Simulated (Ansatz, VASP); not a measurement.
ZnS (Wurtzite-2H) in VASP and in Ansatz

```
Zn S
1.0
     3.81100    0.00000    0.00000
    -1.90550    3.30042    0.00000
     0.00000    0.00000    6.23400
Zn S
2 2
Direct
  0.66667 0.33333 0.50000
  0.33333 0.66667 0.00000
  0.66667 0.33333 0.88500
  0.33333 0.66667 0.38500
```

Alike in both runs: task relaxation of cell and atoms; functional PBE; k mesh 8 × 8 × 5; occupations fermi-dirac, width 0.05 eV; no spin polarisation.

|  | VASP | Ansatz |
| --- | --- | --- |
| version | VASP 6.6.1 | Ansatz 0.2.0 |
| potentials or method | VASP PAW PBE potentials, release 64 (Zn, S) | Ansatz PAW |
| plane-wave cutoff (eV) | 580 | 420 |
| valence electrons in the cell | 36 | 36 |

```tsv
	VASP	Ansatz	Ansatz less VASP
relaxed volume (Å³/atom)	20.20	20.19	-0.009
relaxed cell length with the largest relative difference (Å)	6.307	6.304	-0.0027
energy change over the relaxation (meV/atom)	-10	-9	+0.6
```

Caveats: odd divisions of the mesh miss points on the zone boundary, where band edges often lie, so the gap on the mesh can be too wide (Ansatz); the plane-wave basis is chosen anew once the cell has moved, so the energies of steps on either side of that aren't comparable (Ansatz). PBE gaps usually lie below the measured ones, often by a third to a half. PBE usually gives volumes a little too large and moduli too small. Zero-point motion and thermal expansion aren't in these numbers.
